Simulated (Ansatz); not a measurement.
TiO2: energy along a strain

TiO2, I4_1/amd, a = 3.818 Å, c = 9.777 Å. The compound has several low-lying forms, and this is one of them. Ansatz: PBE+U, PAW, 420 eV, Γ-centred 8×8×8 mesh on 6 atoms, Gaussian smearing 0.05 eV; U_eff Ti 4.00 eV; no spin polarisation. Cell vectors (Å): -1.909 1.909 4.888; 1.909 -1.909 4.888; 1.909 1.909 -4.888. The cell is strained by x per cent times the pattern (0 0 0 1 0 0) in the order xx yy zz yz xz xy (engineering shears), with fractional coordinates held. y is the free energy over the start, V0 = 11.876 Å³/atom. Symmetry makes y even in x.

| x (%) | y (meV/atom) |
| --- | --- |
| -2.00 | ? |
| -1.00 | 0.36 |
| 0.00 | 0.00 |
| 0.25 | 0.03 |
| 0.50 | 0.09 |
| 0.75 | 0.20 |
| 1.25 | 0.57 |
| 1.50 | 0.81 |
| 1.75 | 1.09 |

Task: Fit y = c2 x² + c4 x⁴ to the other rows, get the stiffness along the pattern, and predict the missing energy.

Result: Least squares on the rows shown. y = 0.3670 x² − 0.003455 x⁴. The clamped-ion stiffness p·C·p = 2 × 3.670 eV × 160.2 / 11.876 Å³ = 99 GPa, which is C44 in these axes. At x = -2.00 the fit asked for gives 1.41 meV/atom. The run gave 1.43 meV/atom, so the fit is 0.02 meV/atom too low, a small miss on the scale of the series.